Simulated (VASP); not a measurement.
A run of VASP 6.6.1:

File POSCAR:

```
InAs
1.0
    0.0000000000      2.8356486869      2.8356486869
    2.8356486869      0.0000000000      2.8356486869
    2.8356486869      2.8356486869      0.0000000000
In As
1 1
Direct
    0.0000000000      0.0000000000      0.0000000000
    0.2500000000      0.2500000000      0.2500000000
```

The input INCAR.step1:

```
SYSTEM = InAs
  PREC = Accurate
  ENCUT = 520
  ISMEAR = 0
  SIGMA = 0.05
  LREAL = .False.
  LASPH = .True.
  NELM = 100
  NBANDS = 16
  GGA = PE
  ALGO = Normal
  EDIFF = 1E-4
  LWAVE = .True.
  LCHARG = .False.
```

INCAR.step2

```
SYSTEM = InAs
  PREC = Accurate
  ENCUT = 520
  EDIFF = 1E-6
  ISMEAR = 0
  SIGMA = 0.05
  LREAL = .False.
  LASPH = .True.
  NELM = 100
  ALGO = Normal
  ISIF = 2
  LWAVE = .False.
  LCHARG = .True.
  METAGGA = R2SCAN
  LMIXTAU = .True.
  LELF = .True.
  LVHAR = .True.
  NBANDS = 16
  ISTART = 1
```

Contents of KPOINTS:

```
regular mesh
0
Gamma
  14 14 14
  0 0 0
```

Potentials or basis: VASP PAW PBE potentials, release 64 (In_d, As).

The run is started by

```bash
$ cat potpaw_PBE.64/In_d/POTCAR potpaw_PBE.64/As/POTCAR > POTCAR
$ cp INCAR.step1 INCAR
$ mpirun -np 1 vasp_std > vasp.out
$ cp INCAR.step2 INCAR
$ mpirun -np 1 vasp_std > vasp.out
```

Hardware: 1 thread of Intel(R) Xeon(R) Platinum 8559C (Emerald Rapids), with other jobs on the host.

Task: How long does it take, and how much memory?

Result: It took 2.6 min on 1 thread of Intel(R) Xeon(R) Platinum 8559C (Emerald Rapids), on a shared host, peak memory 0.22 GiB. Counts: scf iterations 8, k points 104.
